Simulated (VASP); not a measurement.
Level of theory: r2SCAN meta-GGA, VASP's PBE PAW potentials (set 64) (plane waves; VASP).

Gaps are without spin-orbit coupling.

Question: Order these relaxed crystals by band gap, smallest first: BaAlSiH, P3m1 (156); ZrO2, Fm-3m (225); BaZrO3, Pm-3m (221); SnO, P4/nmm (129).

Answer: SnO, P4/nmm (129) (0.30 eV), BaAlSiH, P3m1 (156) (0.97 eV), BaZrO3, Pm-3m (221) (3.66 eV), ZrO2, Fm-3m (225) (3.87 eV)
